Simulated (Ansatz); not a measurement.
We consider zinc-blende ZnTe, described by rVV10 (Ansatz, a quantum-chemistry and plane-wave program, plane waves, PAW).

Settings: plane-wave cutoff 500 eV, 10×10×10 k mesh, gaussian smearing 0.02 eV, scalar-relativistic PAW data made under PBE.

Cell (relaxed at this level):

```yaml
crystal:
  lattice:
    - [0.00000, 3.09698, 3.09698]
    - [3.09698, 0.00000, 3.09698]
    - [3.09698, 3.09698, 0.00000]
  atoms:
    - { symbol: Zn, position: [0.00000, 0.00000, 0.00000] }
    - { symbol: Te, position: [0.25000, 0.25000, 0.25000] }
```

Problem. What does this level give for the band gap?

Solution. 
- band gap: 0.82 eV (on the SCF k mesh)

Measured, for comparison: band gap 2.43 eV (zero-point renormalisation of 40 meV (experimental, the table's column) added back here, direct; inputs from Miglio et al. (2020), arXiv:2011.12765).

Spin–orbit coupling is not included; with these elements it can move the gap by several tenths of an eV or more.

Static lattice: no zero-point or thermal effects.

Cost on a shared machine: very roughly 30 core-seconds.
